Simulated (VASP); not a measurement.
Here is a VASP 6.6.1 calculation.

INCAR

```
SYSTEM = HfC
ALGO = Normal
EDIFF = 1E-6
EDIFFG = -0.01
ENCUT = 600
GGA = PE
IBRION = 2
ISIF = 3
ISMEAR = -1
IVDW = 12
LASPH = .True.
LCHARG = .False.
LREAL = .False.
LWAVE = .False.
NELM = 80
NSW = 60
PREC = Accurate
SIGMA = 0.05
```

The input KPOINTS:

```
k-points
0
Gamma
  8 8 8
  0 0 0
```

Contents of POSCAR:

```
HfC
1.0
    0.0000000000      2.3250000000      2.3250000000
    2.3250000000      0.0000000000      2.3250000000
    2.3250000000      2.3250000000      0.0000000000
Hf C
1 1
Direct
    0.5000000000      0.5000000000      0.5000000000
    0.0000000000      0.0000000000      0.0000000000
```

Potentials or basis: VASP PAW PBE potentials, release 64 (Hf_pv, C).

Launch:

```sh
$ cat potpaw_PBE.64/Hf_pv/POTCAR potpaw_PBE.64/C/POTCAR > POTCAR
$ mpirun -np 1 vasp_std > vasp.out
```

Task: Estimate the relaxed volume.

Result: 12.29 Å³/atom.

Task: Estimate the band gap on the k mesh.

Result: None (metal or under the smearing width).

Task: What does it give for the dispersion energy per atom?

Result: -0.366 eV.

Step by step:
```
step  energy change (eV)  largest force (eV/Å)  pressure (GPa)  volume (Å³)
   1              0.0000                0.0000           -5.31        25.14
   2              0.0198                0.0000           10.40        23.65
   3             -0.0094                0.0000           -0.09        24.59
```

Caveat: pairwise dispersion overbinds metals, which lowers pressure and volume. Spin-orbit coupling is left out, which matters for the levels of Hf.
